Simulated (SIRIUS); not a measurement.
Crystal: ZrS2.

```xyz
3
Lattice="3.6914 0.0000 0.0000 -1.8457 3.1968 0.0000 0.0000 0.0000 6.0411" Properties=species:S:1:pos:R:3 pbc="T T T"
Zr    0.0000    0.0000    0.0000
S     0.0000    2.1312    1.4372
S     1.8457    1.0656    4.6038
```

The cell is a database's computed one.

Base run:

| Quantity | Value |
| --- | --- |
| Program | SIRIUS 7.12.0 |
| Functional | LDA |
| Potentials or basis | PseudoDojo 0.4.1 PBE standard (scalar relativistic) |
| Cutoff | 915 eV |
| Density cutoff | 3659 eV |
| k mesh | 7 × 7 × 4 |
| Occupations | fermi-dirac, width 0.05 eV |
| Spin | no spin polarisation |

Its results: band gap on the k mesh 0.94 eV; pressure -3.9 GPa; largest force 0.199 eV/Å.

The run is repeated on the same cell with these changes: functional from LDA to PBEsol; libxc names from ["XC_LDA_X", "XC_LDA_C_PW"] to ["XC_GGA_X_PBE_SOL", "XC_GGA_C_PBE_SOL"]. What comes out?

Band gap on the k mesh 1.01 eV; pressure -2.3 GPa; largest force 0.121 eV/Å.

Caveats: the potentials were made for another functional, which shifts forces and pressure; an odd mesh through Γ misses points on the zone boundary, where band edges often lie; this functional lacks dispersion, which binds the layers, so the pressure and a relaxed spacing across them are unreliable (some runs).

Not every run made on this cell is shown here.
